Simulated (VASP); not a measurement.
Runs of VASP 6.6.1 on Mg. Symmetry: Fm-3m, No. 225, cubic system. The conventional cell has a = 4.489 Å, b = 4.489 Å, c = 4.489 Å, α = 90.00°, β = 90.00°, γ = 90.00°. Mg (site symmetry m-3m) has 12 Mg at 3.17 Å as nearest neighbours. This isn't the form of Mg at room conditions, which is hcp.

| cell | gap on the mesh (eV) | pressure (GPa) |
| --- | --- | --- |
| as given | none | (a) |
| volume scaled by 0.98 | none | 1.5 |
| volume scaled by 0.94 | none | 3.4 |
| volume scaled by 0.96 | none | 2.4 |

Alike in all rows: task single point; level PBE; potentials or basis VASP PAW PBE potentials, release 64 (Mg); no spin polarisation; k mesh 10 × 10 × 10; cutoff (eV) 520; smearing fermi-dirac 0.05 eV.

Task: Estimate the missing entries.

Result: (a) 0.7.

A gap of «none» marks a metal or a gap under the smearing width.
